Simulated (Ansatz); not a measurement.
# La2O3: properties at the relaxed cell

An exercise on one series of results from a longer session: the logs are not shown, and one member is left open.

Program: Ansatz 0.2.0. Level of theory: DFT PBE, scalar-relativistic, plane waves, PAW. These are calculated values, not measurements.

1 further run of the same task is left out (set aside as unsound or not needed).

### Starting point

The structure is trigonal, space group P-3m1 (No. 164). The conventional cell has a = 3.940 Å, b = 3.940 Å, c = 6.187 Å, α = 90.00°, β = 90.00°, γ = 120.00°. La (site symmetry 3m) has 7 O at 2.37 to 2.74 Å as nearest neighbours. Around O (site symmetry 3m) lie 4 La at 2.37 to 2.46 Å. O (site symmetry -3m) is surrounded by 6 La at 2.74 Å.

Coordinates:

```cif
data_structure
_symmetry_space_group_name_H-M 'P-3m1'
_symmetry_Int_Tables_number 164
_cell_length_a 3.9405
_cell_length_b 3.9405
_cell_length_c 6.1874
_cell_angle_alpha 90.000
_cell_angle_beta 90.000
_cell_angle_gamma 120.000
_cell_volume 83.20
loop_
_atom_site_label
_atom_site_type_symbol
_atom_site_symmetry_multiplicity
_atom_site_Wyckoff_symbol
_atom_site_fract_x
_atom_site_fract_y
_atom_site_fract_z
_atom_site_occupancy
La1 La 2 d 0.66667 0.33333 0.75263 1
O1 O 2 d 0.66667 0.33333 0.35470 1
O2 O 1 a 0.00000 0.00000 0.00000 1
```

It goes back to an entry of the Materials Project.

This cell was relaxed beforehand with the same method: volume 16.64 Å³/atom, gap on the mesh 3.86 eV.

The first run:

Contents of input.yaml:

```yaml
crystal:
  lattice:
    - [3.9404525857, 0.0, 0.0]
    - [-1.9702262928, 3.4125320416, 0.0]
    - [0.0, 0.0, 6.1873633923]
  atoms:
    - { symbol: La, position: [0.6666666667, 0.3333333333, 0.7526270479] }
    - { symbol: La, position: [0.3333333333, 0.6666666667, 0.2473729521] }
    - { symbol: O, position: [0.6666666667, 0.3333333333, 0.3546960238] }
    - { symbol: O, position: [0.3333333333, 0.6666666667, 0.6453039762] }
    - { symbol: O, position: [0.0, 0.0, 0.0] }
basis:
  ecutwfc: 420
kpoints:
  mp_grid: { grid: [9, 9, 4] }
hamiltonian:
  xc: pbesol
scf:
  occupations: { method: gaussian, width: 0.02 }
output:
  forces: true
  stress: true
  eigenvalues: true
relax:
  adjacent_minimum: "off"
  f_tol: 0.005
  max_steps: 50
  cell: { stress_tol: 0.05 }
```

The run is started by

```console
$ ansatz run input.yaml --threads 2 --pin off --max-ram 5120MiB --backend cpu --events-out ev --progress --plain --runs-dir out
```

Steps of the session up to this table: Relaxing with PBEsol; The cell under PBE+D3(BJ); The cell under LDA; The cell under r2SCAN.

One table of the session follows, with a row left open; its other results are not shown here.

It belongs to the step «One structure, several functionals». 

```
functional  a (Å)  b (Å)  c (Å)  volume (Å³/atom)  gap on the mesh (eV)
       PBE  3.940  3.940  6.187             16.64                  3.86
    PBEsol  3.906  3.906  6.041             15.96                  3.79
PBE+D3(BJ)      ?      ?      ?                 ?                     ?
       LDA  3.883  3.883  5.951             15.54                  3.76
    r2SCAN  3.935  3.935  6.126             16.43                  4.24
```

Q: Estimate the row for PBE+D3(BJ) from the others.

**Answer.** a (Å): 3.923; b (Å): 3.923; c (Å): 6.100; volume (Å³/atom): 16.26; gap on the mesh (eV): 3.88. In the column «a (Å)» it lies between PBEsol (3.906) and r2SCAN (3.935).
